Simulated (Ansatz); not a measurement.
A run of Ansatz 0.2.0:

input

```
crystal:
  lattice:
    - [3.488598, -3.132578, 0.0]
    - [3.488598, 3.132578, 0.0]
    - [-1.260235, 0.0, 3.11355]
  atoms:
    - { symbol: Bi, position: [0.753061, 0.753061, 0.857382] }
    - { symbol: Bi, position: [0.246939, 0.246939, 0.142618] }
hamiltonian:
  xc:
    exchange: hjs_pbesol
    correlation: pbesol
    exx: { coeff: 0.25, omega: 0.207 }
  pseudopotentials: { kind: paw }
kpoints:
  mp_grid: { grid: [3, 3, 5] }
scf:
  occupations: { method: fermi_dirac, width: 0.05 }
output:
  forces: true
  stress: true
  eigenvalues: true
relax:
  f_tol: 0.01
  max_steps: 40
  cell: { stress_tol: 0.05 }
```

Hardware: 1 × NVIDIA H100 80GB HBM3 with 2 threads of AMD EPYC 7R13 Processor (Zen 3) (shared host).

Question: How long does it take, and how much memory?

Answer: Run time: 80 s on 1 × NVIDIA H100 80GB HBM3 with 2 threads of AMD EPYC 7R13 Processor (Zen 3), with other jobs on the host, peak memory 1.8 GiB. Counts: scf iterations 112, plane waves 1269, k points 16, bands 19, ion steps 8.
